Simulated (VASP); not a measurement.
Wanted: the native input for a VASP 6.6.1 run.

```
Task                   : single point
Functional             : PBE
Potentials or basis    : VASP PAW PBE potentials, release 64 (I, Cu)
Cutoff                 : 520 eV
k mesh                 : 8 × 8 × 8
Occupations            : fermi-dirac, width 0.1 eV
Spin                   : no spin polarisation
Dipole correction      : no
Further INCAR settings : ALGO = Normal; EDIFF = 1e-06; NBANDS = 28
```

The structure of Cu3I lies in POSCAR:

```
Cu3I
1.0
    4.1924030000      0.0000000000      0.0000000000
    0.0000000000      4.1924030000      0.0000000000
    0.0000000000      0.0000000000      4.1924030000
I Cu
1 3
Direct
    0.0000000000      0.0000000000      0.0000000000
    0.0000000000      0.5000000000      0.5000000000
    0.5000000000      0.0000000000      0.5000000000
    0.5000000000      0.5000000000      0.0000000000
```

The cell was built by a generator and needn't be a form met in nature.

These files were run (other wordings do the same):

INCAR

```
SYSTEM = Cu3I
PREC     = Accurate       ! precision mode
ENCUT    = 520            ! plane-wave cutoff, eV
EDIFF    = 1E-6           ! SCF threshold, eV
ISMEAR   = -1             ! smearing method
SIGMA    = 0.1            ! smearing width, eV
LREAL    = .False.        ! projectors in reciprocal space
LASPH    = .True.         ! aspherical terms in the spheres
NELM     = 60             ! most SCF steps
ALGO     = Normal         ! electronic algorithm
ISIF     = 2              ! what is computed and relaxed
LWAVE    = .False.        ! write WAVECAR
LCHARG   = .True.         ! write CHGCAR
GGA      = PE             ! functional
LELF     = .True.         ! ELF
LVHAR    = .True.       
NBANDS   = 28             ! bands
```

KPOINTS

```
Automatic mesh
0
Gamma
  8 8 8
  0 0 0
```

Potentials or basis: VASP PAW PBE potentials, release 64 (I, Cu).

Run with:

```bash
$ cat potpaw_PBE.64/I/POTCAR potpaw_PBE.64/Cu/POTCAR > POTCAR
$ mpirun -np 1 vasp_std > vasp.out
```

It gave:

```yaml
Pressure: -5.5 GPa
Band_gap_on_the_k_mesh: none (metal or under the smearing width)
```

Caveat: the run has no spin polarisation, though such a crystal can be magnetic; semilocal functionals often make such compounds metallic where correlation or magnetic order opens a gap, which also shifts bond lengths.

Wall time 36 s on 1 thread of Intel(R) Xeon(R) 6975P-C (Granite Rapids), with other jobs on the host, peak memory 0.21 GiB.
